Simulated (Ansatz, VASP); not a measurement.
## SiC in VASP and in Ansatz

Contents of INCAR:

```
SYSTEM = SiC
  PREC = Accurate
  ENCUT = 520
  EDIFF = 1E-7
  ISMEAR = 0
  SIGMA = 0.05
  LREAL = .FALSE.
  LASPH = .TRUE.
  NELM = 100
  ALGO = Normal
  ISIF = 2
  LWAVE = .FALSE.
  LCHARG = .FALSE.
  NBANDS = 11
```

KPOINTS

```
Automatic mesh
0
G
  12 12 12
  0 0 0
```

Contents of POSCAR:

```
SiC
1.0
    0.0000000000      2.1740000000      2.1740000000
    2.1740000000      0.0000000000      2.1740000000
    2.1740000000      2.1740000000      0.0000000000
Si C
1 1
Direct
    0.0000000000      0.0000000000      0.0000000000
    0.7500000000      0.7500000000      0.7500000000
```

Input for Ansatz:

```yaml
crystal:
  lattice:
    - [0.0, 2.174, 2.174]
    - [2.174, 0.0, 2.174]
    - [2.174, 2.174, 0.0]
  atoms:
    - { symbol: Si, position: [0.0, 0.0, 0.0] }
    - { symbol: C, position: [0.75, 0.75, 0.75] }
basis:
  ecutwfc: 420
kpoints:
  mp_grid: { grid: [12, 12, 12] }
hamiltonian:
  xc: lda
scf:
  occupations: { method: gaussian, width: 0.05 }
output:
  forces: true
  stress: true
  eigenvalues: true
```

Alike in both runs: task single point; functional LDA; k mesh 12 × 12 × 12; occupations gaussian, width 0.05 eV; no spin polarisation.

```csv
,VASP,Ansatz
version,VASP 6.6.1,Ansatz 0.2.0
potentials or method,"VASP PAW LDA potentials, release 64 (Si, C)","scalar-relativistic, plane waves, PAW"
plane-wave cutoff (eV),520,420
valence electrons in the cell,8,8
```

```tsv
	VASP	Ansatz	Ansatz less VASP
gap on the k mesh at the Fermi level (eV)	1.30	1.31	+0.013
least direct gap on the mesh (eV)	4.51	4.52	+0.012
pressure (GPa)	-2.5	-2.9	-0.40
```

A k mesh can miss the band edges.
